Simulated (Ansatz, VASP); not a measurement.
## One calculation of MgI2, two programs

The input INCAR:

```
PREC = Accurate ; ENCUT = 520
EDIFF = 1E-6 ; ISMEAR = 0
SIGMA = 0.05 ; LREAL = False
LASPH = True ; NELM = 100
ALGO = Normal ; ISIF = 2
LWAVE = False ; LCHARG = True
GGA = PE ; LELF = True
LVHAR = True ; NBANDS = 15
```

KPOINTS

```
regular mesh
0
Gamma
  6 6 4
```

File POSCAR:

```
MgI2
1.0
    4.2072027146      0.0000000000      0.0000000000
   -2.1036013573      3.6435444297      0.0000000000
    0.0000000000      0.0000000000      7.8117229395
Mg I
1 2
Direct
    0.0000000000      0.0000000000      0.0000000000
    0.3333333333      0.6666666667      0.7973879295
    0.6666666667      0.3333333333      0.2026120705
```

Input for Ansatz:

```yaml
crystal:
  lattice:
    - [4.2072027146, 0.0, 0.0]
    - [-2.1036013573, 3.6435444297, 0.0]
    - [0.0, 0.0, 7.8117229395]
  atoms:
    - { symbol: Mg, position: [0.0, 0.0, 0.0] }
    - { symbol: I, position: [0.3333333333, 0.6666666667, 0.7973879295] }
    - { symbol: I, position: [0.6666666667, 0.3333333333, 0.2026120705] }
basis:
  ecutwfc: 520.0
kpoints:
  mp_grid: { grid: [6, 6, 4] }
hamiltonian:
  xc: pbe
scf:
  occupations: { method: gaussian, width: 0.05 }
output:
  forces: true
  stress: true
  eigenvalues: true
  write_density: true
  write_potential: true
  elf: true
  volumetric_format: npy
```

Alike in both runs: task single point; functional PBE; k mesh 6 × 6 × 4; occupations gaussian, width 0.05 eV; no spin polarisation.

|  | VASP | Ansatz |
| --- | --- | --- |
| version | VASP 6.6.1 | Ansatz 0.2.0 |
| potentials or method | VASP PAW PBE potentials, release 64 (Mg, I) | scalar-relativistic, plane waves, PAW |
| plane-wave cutoff (eV) | 520 | 520 |
| valence electrons in the cell | 16 | 44 |

VASP gave:

```
gap on the k mesh at the Fermi level (eV)       : 3.77
least direct gap on the mesh (eV)               : 3.94
pressure (GPa)                                  : 1.2
largest component of the traceless stress (GPa) : 0.66
rms of the force components (eV/Å)              : 0.213
```

Q: What did Ansatz give for the same quantities?

A: gap on the k mesh at the Fermi level (eV): 3.78; least direct gap on the mesh (eV): 3.95; pressure (GPa): 1.3; largest component of the traceless stress (GPa): 0.65; rms of the force components (eV/Å): 0.217.

Atom by atom the forces differ by 0.005 eV/Å (rms over components). The two sets of potentials don't hold the same shells in valence.

Caveats: spin-orbit coupling is left out, which moves the levels of the heavy elements; this functional lacks dispersion, which binds the layers, so the pressure and a relaxed spacing across them are unreliable. A k mesh can miss the band edges.
